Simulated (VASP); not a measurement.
Runs of VASP 6.6.1 on ZnO (zincite). It takes space group P6_3mc (No. 186, hexagonal). Conventional cell: a = 3.249 Å, b = 3.249 Å, c = 5.206 Å, α = 90.00°, β = 90.00°, γ = 120.00°. Zn (site symmetry 3m) has 4 O at 1.97 to 1.98 Å as nearest neighbours. O (site symmetry 3m) has 4 Zn at 1.97 to 1.98 Å as nearest neighbours. 

```csv
level,potentials or basis,k mesh,grid for exact exchange (PRECFOCK),screening parameter,gap on the mesh (eV),pressure (GPa),largest force (eV/Å)
r2SCAN,"VASP PAW PBE potentials, release 64 (Zn, O)",8 × 8 × 5,-,-,(c),-0.2,0.09
LDA,"VASP PAW LDA potentials, release 64 (Zn, O)",8 × 8 × 5,-,-,0.74,-6.0,0.06
PBEsol,"VASP PAW PBE potentials, release 64 (Zn, O)",8 × 8 × 5,-,-,(b),-0.5,(d)
HSE06,"VASP PAW PBE potentials, release 64 (Zn, O)",6 × 6 × 4,Fast,0.2 1/A,(a),1.7,0.08
```

Alike in all rows: task single point; no spin polarisation; cell as given; cutoff (eV) 520; smearing fermi-dirac 0.02 eV.

Q: Fill in the values left out.

A: (a) 2.50; (b) 0.69; (c) 1.23; (d) 0.07.

Caveats: the PAW data sets were made with another functional, which shifts forces and pressure a little (some runs).

Runs at the PBE level aren't shown here.
